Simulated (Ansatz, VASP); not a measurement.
# Two plane-wave programs on Be

```
Be
1.0
     0.00118    3.15849    3.15832
     3.15869    0.00089    3.15860
     3.15988    3.15995   -0.00029
Be
8
Direct
  0.00009 0.00004 0.99997
  0.00002 0.00006 0.49994
  0.99994 0.49993 0.00011
  0.99992 0.49996 0.50002
  0.49992 0.99996 0.00003
  0.49996 0.99993 0.50012
  0.50001 0.50006 0.99990
  0.50014 0.50005 0.49992
```

Change from the starting cell: cell x8, atoms moved at random (sigma 0.05 Å) and cell strained at random (1.5 %), then relaxed without symmetry.

Alike in both runs: functional PBE; k mesh 6 × 6 × 6; occupations gaussian, width 0.2 eV; no spin polarisation.

Ansatz relaxed the structure, and its values are those at the end. VASP's run is a single point on that final structure, the one shown.

|  | VASP | Ansatz |
| --- | --- | --- |
| version | VASP 6.6.1 | Ansatz 0.2.0 |
| potentials or method | VASP PAW PBE potentials, release 64 (Be) | scalar-relativistic, plane waves, PAW |
| plane-wave cutoff (eV) | 520 | 420 |
| valence electrons in the cell | 16 | 16 |

```tsv
	VASP	Ansatz	Ansatz less VASP
gap on the k mesh at the Fermi level (eV)	none	none	-
pressure (GPa)	0.2	0.0	-0.15
rms of the force components (eV/Å)	0.003	0.003	0.0000
```

A gap of «none» marks a metal or a gap that the smearing closes.
